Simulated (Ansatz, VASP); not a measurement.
## One calculation of AlN (db), two programs

```
Al N
1.0
     3.11300    0.00000    0.00000
    -1.55650    2.69594    0.00000
     0.00000    0.00000    4.98100
Al N
2 2
Direct
  0.33333 0.66667 0.99900
  0.66667 0.33333 0.49900
  0.33333 0.66667 0.38100
  0.66667 0.33333 0.88100
```

Alike in both runs: functional PBE; k mesh 9 × 9 × 6; occupations gaussian, width 0.02 eV; no spin polarisation.

Ansatz relaxed the structure, and its values are those at the end. VASP's run is a single point on that final structure, the one shown.

|  | VASP | Ansatz |
| --- | --- | --- |
| version | VASP 6.6.1 | Ansatz 0.2.0 |
| potentials or method | VASP PAW PBE potentials, release 64 (Al, N) | scalar-relativistic, plane waves, PAW |
| plane-wave cutoff (eV) | 520 | 420 |
| valence electrons in the cell | 16 | 16 |

```tsv
	VASP	Ansatz	Ansatz less VASP
gap on the k mesh at the Fermi level (eV)	4.19	4.18	-0.011
least direct gap on the mesh (eV)	4.19	4.18	-0.011
pressure (GPa)	3.4	3.7	+0.26
```

Ansatz warned: «stress_scf_threshold_loose».

Caveats: an odd mesh through Γ misses points on the zone boundary, where band edges often lie.
